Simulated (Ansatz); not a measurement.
The compound is TiBr3 (honeycomb trihalide sheet).

The cell holds 8 atoms: 2 Ti and 6 Br. Cell: a = 6.409 Å, b = 6.409 Å, c = 29.635 Å, α = 90.0°, β = 90.0°, γ = 120.0°. Vacuum lies along c.

```
Ti Br
1.0
    -2.61657   -2.61657    5.23314
     5.23314   -2.61657   -2.61657
    17.10989   17.10989   17.10989
Ti Br
2 6
Direct
  0.33333 0.66667 0.31917
  0.66667 0.33333 0.31917
  0.34830 0.00000 0.37032
  0.00000 0.34830 0.37032
  0.65170 0.65170 0.37032
  0.65170 0.00000 0.26802
  0.00000 0.65170 0.26802
  0.34830 0.34830 0.26802
```

The structure was relaxed with PBE. The structure was generated from a model, not taken from a measurement. The runs that relaxed it are not among those shown. The program's search for lower electronic states was switched off, so nothing shows that the state found is the lowest. PAW set soft_2, made with PBE.

A constrained-RPA run (Ansatz 0.2.0; non-magnetic PBE; Ti t2g, bands v1 to c5, 6×6×1 mesh, medium accuracy) builds 6 functions on bands 0.73 eV wide, with 2.0 electrons in the window. The bare on-site interaction is 14.5 eV and the bare J 0.51 eV.

Q: What U and J survive the screening?

On the Ti t2g shell, U = 4.13 eV (28 % of the bare value), U′ = 3.34 eV, J = 0.38 eV.

The parent state is non-magnetic and the interaction static (zero frequency); U depends on the window and the orbitals, so it belongs to this model alone.

[Paths, hosts, dates, memory and timing lines, banners, echoed tables and standing remarks are left out of the program output.]

[Logs are printed without paths, hosts, clocks, repeated set-up lines and the standing remarks that a program may print on its own settings, such as how far it seeks lower states.]

[Runs of the session that timed out or met a known fault of the program may be left out.]

[Hosts, paths, dates, database ids (printed as entryN), source tags and the programs' standing remarks are cut or masked in the printed files.]
